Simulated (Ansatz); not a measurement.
Input and command of a plane-wave DFT calculation in Ansatz:

```yaml
crystal:
  lattice:
    - [3.2157737866, 0.0, 0.0]
    - [0.0, 3.2157737866, 0.0]
    - [0.0, 0.0, 4.5477909025]
  atoms:
    - { symbol: Hf, position: [0.0, 0.0, 0.0] }
    - { symbol: Hf, position: [0.5, 0.5, 0.5] }
    - { symbol: "N", position: [0.0, 0.0, 0.5] }
    - { symbol: "N", position: [0.5, 0.5, 0.0] }
basis:
  ecutwfc: 420
kpoints:
  mp_grid: { grid: [10, 10, 8] }
hamiltonian:
  xc: pbe
scf:
  occupations: { method: gaussian, width: 0.1 }
output:
  forces: true
  stress: true
  eigenvalues: true
```

```bash
ansatz run input.yaml --threads 2 --pin off --max-ram 5120MiB --backend cpu --events-out ev --progress --plain --runs-dir out
```

Processor: AMD EPYC 9R45 96-Core Processor (Zen 5), 2 threads, on a host shared with other jobs.

Estimate time, memory and problem size.

About 1.7 s on 2 threads of AMD EPYC 9R45 96-Core Processor (Zen 5), on a shared host, peak memory 0.46 GiB. It solves 38 bands at 105 k points (the mesh reduced by the symmetry that the task leaves, which can be less than the crystal's) with about 919 plane waves, in 7 SCF iterations.
